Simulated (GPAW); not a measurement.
Runs of GPAW 26.7.0 on Se. Symmetry: Pm-3m, No. 221, cubic system. The conventional cell has a = 2.811 Å, b = 2.811 Å, c = 2.811 Å, α = 90.00°, β = 90.00°, γ = 90.00°. Around Se (site symmetry m-3m) lie 6 Se at 2.81 Å. This isn't the form of Se at room conditions, which is trigonal, of chains.

```csv
task,level,potentials or basis,cell,k mesh,smearing,band path,band points,eigensolver,optimizer,fmax,gap on the mesh (eV),pressure (GPa)
band structure,PBEsol,"PAW data sets generated in the run's folder for this functional, pw",cell strained at random at fixed volume,9 × 9 × 9,gaussian 0.1 eV,"XGY,LGZ,NGM,RG",80,-,-,-,-,-1.8
single point,BLYP+D3(BJ),"PAW data sets generated in the run's folder for this functional, pw",as given,9 × 9 × 9,improved-tetrahedron-method,-,-,davidson,-,-,none,(a)
relaxation of cell and atoms,LDA,"the program's PAW data sets (release 1.2.1) made for this functional, pw",relaxed,7 × 7 × 7,fermi-dirac 0.05 eV,-,-,-,BFGS,0.02 eV/Å,none,0.0
single point,r2SCAN+D3(BJ),"GPAW PAW data sets (gpaw-data 1.2.1), pw",cell strained at random at fixed volume,9 × 9 × 9,fermi-dirac 0.1 eV,-,-,-,-,-,none,-0.7
band structure,LDA,"the program's PAW data sets (release 1.2.1) made for this functional, pw",as given,7 × 7 × 7,fermi-dirac 0.05 eV,"GXMGRX,MR",100,-,-,-,-,-3.8
```

Alike in all rows: no spin polarisation; cutoff (eV) 600.

Q: Fill in the values left out.

A: (a) 0.4.

Caveats: pairwise dispersion overbinds metals, which lowers pressure and volume (some runs); later steps reuse the first step's grids (some runs); the PAW data sets were made with another functional, which shifts forces and pressure a little (some runs).

A k mesh can miss the band edges, and the runs leave out spin-orbit coupling on Se.

A gap of «none» marks a metal or a gap under the smearing width.

Not every run made on this cell is shown here.
